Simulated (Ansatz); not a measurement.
Crystal: SnSe.

```
Sn Se
1.0
     0.00000    3.01000    3.01000
     3.01000    0.00000    3.01000
     3.01000    3.01000    0.00000
Sn Se
1 1
Direct
  0.00000 0.00000 0.00000
  0.50000 0.50000 0.50000
```

Measurements of this composition are mostly on another form, of space group No. 62.

Base run:

| Property | Result |
| --- | --- |
| Program | Ansatz 0.2.0 |
| Functional | PBE0 |
| Potentials or basis | all-electron PAW datasets made for the crystal |
| Cutoff | 270 eV (chosen from the basis error) |
| k mesh | 6 × 6 × 6 |
| Occupations | fermi-dirac, width 0.05 eV |
| Spin | no spin polarisation |

Its results: band gap on the k mesh 0.63 eV, direct; pressure -0.5 GPa.

Task: The run is repeated on the same cell with these changes: functional from PBE0 to PBEsol; cutoff from 270 eV (chosen from the basis error) to 240 eV (chosen from the basis error). What comes out?

Result: Band gap on the k mesh 0.64 eV, direct; pressure -2.3 GPa.

Caveats: spin-orbit coupling is left out, which moves the levels of the heavy elements.

A k mesh can miss the band edges.
